How the functional sets the pressure of a fixed rutile cell

Rutile TiO₂ is held here in one and the same cell, and each calculation reports the pressure of the crystal in that fixed box. The functionals stand on three rungs. LDA uses only the local electron density, and a GGA such as PBE or PBEsol also uses its gradient. A hybrid replaces part of the approximate exchange energy by exact exchange, computed from the orbitals. The questions below follow three rows closely: PBE in ABINIT, PBEsol and PBEsol0.

Non-spin-polarized Kohn–Sham DFT calculations of rutile TiO₂ in one fixed 6-atom cell, with ABINIT, VASP and Ansatz. The basis column gives the plane-wave cutoff. Pressures are for static ions and positive in compression; those from Ansatz leave out the Pulay correction.

```
  method    rung  program                            potentials   basis             k mesh            smearing  pressure (GPa)
     LDA     LDA   ABINIT                      JTH PAW LDA v2.0  626 eV  2x2x4 6-atom cell  Fermi-Dirac 0.05eV          -8.460
     PBE     GGA     VASP  VASP PAW PBE potentials, recommended  520 eV  6x6x9 6-atom cell    gaussian 0.014eV           4.950
     PBE     GGA   ABINIT                      JTH PAW PBE v2.0  626 eV  5x5x7 6-atom cell  Fermi-Dirac 0.05eV           4.460
  PBEsol     GGA   ABINIT                      JTH PAW PBE v2.0  626 eV  4x4x5 6-atom cell  Fermi-Dirac 0.05eV          -2.210
    HISS  hybrid   Ansatz                            Ansatz PAW  420 eV  4x4x5 6-atom cell  Fermi-Dirac 0.05eV          -7.680
   HSE03  hybrid   Ansatz                            Ansatz PAW  420 eV  4x4x5 6-atom cell  Fermi-Dirac 0.05eV          -3.980
PBE-EpsX  hybrid   Ansatz                            Ansatz PAW  420 eV  4x4x5 6-atom cell  Fermi-Dirac 0.05eV          -0.670
 PBEsol0  hybrid   Ansatz                            Ansatz PAW  420 eV  4x4x5 6-atom cell  Fermi-Dirac 0.05eV          -9.540
 r2SCAN0  hybrid   Ansatz                            Ansatz PAW  500 eV  4x4x5 6-atom cell  Fermi-Dirac 0.05eV          -6.800
```

1. What does a pressure of 4.46 GPa mean for a crystal on which nothing presses?

It means that the box is too small for the functional. A positive pressure stands for compression, so PBE would lower its energy by letting this cell grow. A negative pressure means the opposite: the crystal is stretched and would shrink if it were released.

For a small mismatch, the relative change of each edge is about P/(3B), where P is the pressure and B the bulk modulus, the stiffness against even compression. With a rough recalled B of 210 GPa, PBE gives

4.46 / (3 × 210) ≈ 0.007,

so the edges would grow by about 0.7%. This assumes that all edges scale alike. In fact the stress differs somewhat between the axes, and a full relaxation would also change the shape of the cell.

2. Which matters more for the PBE result: another program, or the change to PBEsol?

The functional matters far more. VASP and ABINIT, with their different potentials, cutoffs and meshes, differ by 0.49 GPa for PBE, which is less than a tenth of a percent in the edges. Going from PBE to PBEsol within ABINIT lowers the pressure by 6.67 GPa, or about one percent in the edges. This step is not perfectly clean: the k mesh changes too, and PBEsol was run with potentials made for PBE. ABINIT also warns in the PBE run that the atomic spheres of its potentials overlap slightly, but the sphere radii and the cell are the same in all three ABINIT runs, so they share this flaw. The scatter between programs is measured here for one functional and two programs only, so it is a guide to the uncertainty of the other rows and not a bound on it.

3. Why does PBEsol want a smaller cell than PBE, although both are GGAs?

Start from the limit of a uniform electron gas. There the density has no gradient, and the gradient terms of both functionals vanish. In a crystal the density is uneven, and a GGA lowers the exchange energy where the density changes quickly compared with its own size. When the crystal expands, the density between the ions thins out and such regions gain weight. The gradient term therefore rewards expansion, and a stronger term gives a more positive pressure.

The strength of this term for gentle gradients is about 0.22 in PBE, about 0.12 in PBEsol and zero in LDA. If the pressure followed this number along a straight line from LDA to PBE, PBEsol would come out at −1.4 GPa. The computed value is −2.21 GPa, so the line places PBEsol well on a scale that spans 13 GPa. It is a plausibility test and no more, because the correlation part changes as well, the LDA run used a much coarser k mesh, and the two strengths are recalled values rounded to two figures.

4. What happens when a quarter of the PBEsol exchange is made exact?

The pressure falls from −2.21 GPa to −9.54 GPa in PBEsol0. A hydrogen atom shows one error that exact exchange mends. Its single electron has nothing to repel, and exact exchange cancels the spurious repulsion of the electron with itself completely. An approximate functional leaves a remainder, which spreads the electron out too far.

In an oxide, the same error should make the filled oxygen shells somewhat too diffuse, and it is tempting to explain the fall by tighter shells that overlap less. That reading is doubtful, but it is not tested here, since no charge inside the oxygen sphere is reported for PBEsol0 or any other hybrid. In the three ABINIT runs, none of which has exact exchange, this charge rises from 4.5646 electrons in LDA through 4.5717 in PBEsol to 4.5949 in PBE, so among these three runs the least compact oxygen goes with the most negative pressure. Moreover, the tightening of the orbitals changes the energy only at second order in the exact share. At first order, the energy changes by the share times the difference between exact and approximate exchange, taken on the unchanged orbitals. The pressure falls if this difference grows with the volume, that is, if exact exchange weakens faster on expansion than the approximate exchange that it replaces. This is an argument from theory; the table shows only the fall in pressure and does not split it into parts.

The step from PBEsol to PBEsol0 also changes the program and the potentials, which may account for part of the fall. A comparison inside Ansatz supports the direction. PBE-EpsX and HSE03 both build on PBE, with exact shares of 12.7% and 25%, and the pressure drops by 3.31 GPa from the first to the second. It is not a perfect control, since HSE03 uses exact exchange at short range only.

5. Can PBE-EpsX be estimated from the three rows followed so far?

It can, if only the first-order change on unchanged orbitals is kept. The pressure is then linear in the exact share a:

P(a) = P(0) + a (X − S)

Here X is the pressure that full exact exchange would contribute, and S is the contribution of the approximate exchange that it replaces. The PBEsol pair fixes the difference for PBEsol:

X − S = (−9.54 + 2.21) / 0.25 ≈ −29.3 GPa

Using this slope unchanged for PBE gives 0.7 GPa at the share of PBE-EpsX, whereas the run gives −0.67 GPa. The slope should in fact be steeper, because PBE exchange pushes outwards more strongly than PBEsol exchange, and removing a part of it therefore takes away more pressure. If the whole difference of 6.67 GPa between the two functionals lies in exchange, then

X − S ≈ −29.3 − 6.7 = −36.0 GPa
P ≈ 4.46 − 0.127 × 36.0 ≈ −0.1 GPa

The pressure of PBE-EpsX does not enter this estimate, but its exact share does, and the steeper slope was brought in only after the first miss was known. The remaining miss is about 0.5 GPa, or about 0.2 GPa with the Pulay correction of question 7. It is similar to or smaller than the difference between the two PBE runs, so the data do not justify a finer model.

6. Does the rung tell which pressure to expect?

Not by itself. PBE-EpsX is a hybrid, yet it lies above PBEsol, which is a GGA. LDA, on the lowest rung, lies down among the most negative hybrids. What counts is how strongly the approximate exchange favours expansion and how much of it has been replaced.

Two hybrids with the same exact share make the point. PBEsol0 lies 5.56 GPa below HSE03 in the same program, which is almost as far as PBEsol lies below PBE. PBEsol0 keeps three quarters of its approximate exchange. If HSE03 is treated in the same way, about 0.75 × 6.67 ≈ 5.0 GPa of the old difference should survive. The agreement is only approximate evidence, because HSE03 is also the one with the limited range, and the full-range exchange of PBEsol0 is expected to converge more slowly with the k mesh. Still, a hybrid clearly inherits much of the character of the functional on which it is built.

7. Which digits can be trusted?

The second decimal has no physical meaning here, and the first is doubtful in every row, since the two PBE runs already differ by 0.49 GPa. All rows are open to a further error from the finite basis; its size is reported for the hybrid rows only, not for ABINIT and VASP. A plane-wave basis that is kept fixed while the cell is strained describes the larger cell slightly worse, and this adds a false inward pull. The Pulay correction removes it, but the tabulated Ansatz pressures leave it out. It would raise the hybrids run at 420 eV by 0.5 to 0.6 GPa and r2SCAN0, run at 500 eV, by only 0.1 GPa.

This decides which comparisons are safe. With the correction, PBE-EpsX moves from −0.67 GPa to about zero, so the table does not settle whether it wants a smaller or a larger cell. The difference between HISS and r2SCAN0 shrinks from 0.88 GPa to 0.35 GPa, too little to explain by physics. The order of LDA and PBEsol0 is equally open, since their difference is reduced to about half a GPa and the LDA mesh is coarse. The fall from PBE to PBEsol and that from PBEsol to PBEsol0 are more than ten times as large as these corrections.

8. Is the functional with a pressure near zero the best one for rutile?

That conclusion would go too far. A pressure near zero says that the functional, applied to ions at rest, prefers a cell of about this volume. Real ions vibrate even in the cold, and warming usually expands a crystal further, so a measured cell is not quite the right target for a static calculation. For an engineer who needs dimensions, the useful reading is the size of the choice: within this table, the choice of functional, together with the changes of program and settings that go with it, moves the edges by about two percent.
